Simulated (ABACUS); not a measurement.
The system is MnS.

```
Mn S
1.0
     3.95358    0.00000    0.00000
    -1.97679    3.42390    0.00000
     0.00000    0.00000    6.34253
Mn S
2 2
Cartesian
  1.9768 1.1413 3.1639
  0.0000 2.2826 6.3352
  0.0000 2.2826 3.9714
  1.9768 1.1413 0.8001
```

The cell is a database's computed one.

| Quantity | Value |
| --- | --- |
| Program | ABACUS 3.10.1 |
| Task | single point |
| Functional | PBEsol |
| Potentials or basis | PseudoDojo NC SR 0.4.1 PBEsol standard |
| Cutoff | 1320 eV |
| Density cutoff | 5279 eV |
| Basis | plane waves |
| k mesh | 8 × 8 × 4 |
| Occupations | fermi-dirac, width 0.05 eV |
| Spin | collinear spin, ferromagnetic start |
| Starting moments | [4.0, 4.0, 0.0, 0.0] μB |

On this cell: pressure -0.1 GPa; largest force 0.276 eV/Å; net moment 9.87 μB per cell; band gap on the k mesh none (metal or under the smearing width).

The same run follows on a disturbed copy (atoms moved at random, drawn with an rms of 0.05 Å):

```xyz
4
Lattice="3.9536 0.0000 0.0000 -1.9768 3.4239 0.0000 0.0000 0.0000 6.3425" Properties=species:S:1:pos:R:3 pbc="T T T"
Mn    1.9915    1.1481    3.1772
Mn   -0.0126    2.2810    6.3323
S     0.0215    2.3324    3.9566
S     2.0101    1.1094    0.8400
```

Problem. What changes?

Solution. The energy (extrapolated to zero smearing) moves by +6.1 meV/atom; pressure 0.0 GPa; largest force 0.619 eV/Å; net moment 9.86 μB per cell; band gap on the k mesh none (metal or under the smearing width).

Forces in eV/Å, atoms in the order of the input:
```
Mn   0.032  0.241  0.333
Mn   0.195 -0.125  0.294
S   -0.033 -0.271 -0.060
S   -0.195  0.154 -0.567
```

Stress tensor (GPa, compression positive):
```
-1.72  0.32 -0.34
 0.32 -0.14 -0.13
-0.34 -0.13  1.81
```

Caveats: semilocal functionals often make such compounds metallic where correlation or magnetic order opens a gap, which also shifts bond lengths; only a ferromagnetic start was run, and an antiferromagnetic order may lie lower in energy.
